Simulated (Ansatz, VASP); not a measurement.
**One calculation of HgTe, two programs**

```
CELL_PARAMETERS angstrom
0.00000 3.07274 3.07274
3.07274 0.00000 3.07274
3.07274 3.07274 0.00000
ATOMIC_POSITIONS crystal
Hg 0.00000 0.00000 0.00000
Te 0.50000 0.50000 0.50000
```

Alike in both runs: functional PBE; k mesh 12 × 12 × 12; occupations fermi-dirac, width 0.05 eV; no spin polarisation.

Ansatz relaxed the structure, and its values are those at the end. VASP's run is a single point on that final structure, the one shown.

|  | VASP | Ansatz |
| --- | --- | --- |
| version | VASP 6.6.1 | Ansatz 0.2.0 |
| potentials or method | VASP PAW PBE potentials, release 64 (Hg, Te) | PAW with Ansatz's default frozen-core files, scalar-relativistic |
| plane-wave cutoff (eV) | 520 | 420 |
| valence electrons in the cell | 18 | 36 |

|  | VASP | Ansatz | Ansatz less VASP |
| --- | --- | --- | --- |
| pressure (GPa) | 0.1 | 0.0 | -0.11 |

The two sets of potentials don't hold the same shells in valence.

The runs have no spin-orbit coupling, so splittings on Hg, Te are missing.
